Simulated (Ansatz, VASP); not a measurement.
Two plane-wave programs on CdS

INCAR

```
PREC = Accurate
ENCUT = 520
EDIFF = 1E-8
ISMEAR = -1
SIGMA = 0.01
LREAL = False
LASPH = True
NELM = 100
ALGO = Normal
ISIF = 2
LWAVE = False
LCHARG = False
GGA = PE
LEFG = True
NBANDS = 16
```

KPOINTS

```
regular mesh
0
Gamma
  8 8 8
```

Contents of POSCAR:

```
CdS
1.0
    0.0000000000      2.8904692102      2.8904692102
    2.8904692102      0.0000000000      2.8904692102
    2.8904692102      2.8904692102      0.0000000000
Cd S
1 1
Direct
    0.0000000000      0.0000000000      0.0000000000
    0.7500000000      0.7500000000      0.7500000000
```

Input for Ansatz:

```yaml
crystal:
  lattice:
    - [0.0, 2.8904692102, 2.8904692102]
    - [2.8904692102, 0.0, 2.8904692102]
    - [2.8904692102, 2.8904692102, 0.0]
  atoms:
    - { symbol: Cd, position: [0.0, 0.0, 0.0] }
    - { symbol: S, position: [0.75, 0.75, 0.75] }
kpoints:
  mp_grid: { grid: [8, 8, 8] }
scf:
  occupations: { method: fermi_dirac, width: 0.01 }
hamiltonian:
  xc: pbe
  pseudopotentials: { kind: paw }
output:
  forces: true
  stress: true
  eigenvalues: true
  efg: { contact_densities: true }
```

Change from the starting cell: volume scaled by 0.98, PAW files.

Alike in both runs: task electric field gradients; functional PBE; k mesh 8 × 8 × 8; occupations fermi-dirac, width 0.01 eV; no spin polarisation.

|  | VASP | Ansatz |
| --- | --- | --- |
| version | VASP 6.6.1 | Ansatz 0.2.0 |
| potentials or method | VASP PAW PBE potentials, release 64 (Cd, S) | PAW with Ansatz's default frozen-core files, scalar-relativistic |
| plane-wave cutoff (eV) | 520 | 420 |
| valence electrons in the cell | 18 | 26 |

|  | VASP | Ansatz | Ansatz less VASP |
| --- | --- | --- | --- |
| gap on the k mesh at the Fermi level (eV) | 1.21 | 1.20 | -0.006 |
| pressure (GPa) | 5.1 | 4.7 | -0.40 |
| Vzz of the field gradient on the site that differs most (V/Å²) | 0.0 | 0.0 | 0.00 |

With one functional, cell and mesh, what is left measures potentials, basis and numerics. The two sets of potentials don't hold the same shells in valence. Ansatz warned: «gradients_without_spin_orbit».
